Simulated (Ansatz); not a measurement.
Te: from a trial structure to a relaxed crystal

Theory: Ansatz 0.2.0, DFT PBEsol, scalar-relativistic, plane waves, PAW. Cutoff 420 eV, Γ-centred k mesh, Gaussian smearing, no spin polarisation in the final step.

The start puts Te on the simple hexagonal structure type (P6/mmm, No. 191), at a guessed volume.

```
Te
1.0
     3.47319    0.00000    0.00000
    -1.73660    3.00787    0.00000
     0.00000    0.00000    3.24527
Te
1
Direct
  0.00000 0.00000 0.00000
```

Cell and atoms relax at zero pressure; the relaxation can't lower the symmetry of the start. After a coarse first stage the cell is made exact in the group found at 0.06 Å.

Energies count from the standard state of Te at the same level.

(1) What does it relax into?

(2) What are its volume, energy, density and gap?

Results:

(1) It keeps P6/mmm (No. 191). The result has the simple hexagonal structure. Conventional cell: a = 3.334 Å, c = 3.069 Å. Around Te lie 2 Te at 3.07 Å and 6 Te at 3.33 Å.

```
Te
1.0
     3.33359    0.00000    0.00000
    -1.66680    2.88698    0.00000
     0.00000    0.00000    3.06876
Te
1
Direct
  0.00000 0.00000 0.00000
```

(2) The volume per atom is 29.53 Å³, the density is 7.17 g/cm³ and the energy over the standard structure is 0.18 eV/atom. The gap on the 21×21×18 mesh is 0 eV (a metal).

The final run used a 21×21×18 mesh on its 1-atom cell and 0.10 eV smearing. For metals, differences of a few meV/atom aren't resolved. Spin–orbit coupling is left out. A structure relaxed within its symmetry needn't be a true minimum.